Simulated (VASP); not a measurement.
# W: single point with PBE

The system is W.

```
CELL_PARAMETERS angstrom
-1.60680 1.60680 1.60680
1.60680 -1.60680 1.60680
1.60680 1.60680 -1.60680
ATOMIC_POSITIONS crystal
W 0.00000 0.00000 0.00000
```

The cell isn't the ideal one: a relaxed cell with its volume scaled by 1.03.

* Program: VASP 6.6.1
* Task: single point
* Functional: PBE
* Potentials or basis: VASP PAW PBE potentials, release 64 (W_sv)
* Cutoff: 520 eV
* k mesh: 4 × 4 × 4
* Occupations: gaussian, width 0.1 eV
* Spin: no spin polarisation

```json
{
 "Pressure": "-8.4 GPa",
 "Band gap on the k mesh": "none (metal or under the smearing width)"
}
```

Levels at points of the mesh, in eV from the Fermi level:
```
           k point  band 4  band 5  band 6  band 7  band 8  band 9  band 10  band 11
(0.00, 0.00, 0.00)  -37.59   -9.25   -0.94   -0.94   -0.94    2.36     2.36    14.53
(0.50, 0.00, 0.00)  -37.59   -5.82   -3.15    0.67    2.24    3.16     6.00    10.57
(0.50, 0.50, 0.50)  -38.37   -5.31   -5.31    5.08    5.08    5.08     8.04     8.04
```

It took 5 s on 1 thread of Intel(R) Xeon(R) Platinum 8488C (Sapphire Rapids), with other jobs on the host, peak memory 0.13 GiB.

Caveat: the k mesh is coarse (spacing up to 0.69 Å⁻¹), so the values aren't converged. Spin-orbit coupling is left out, which matters for the levels of W.
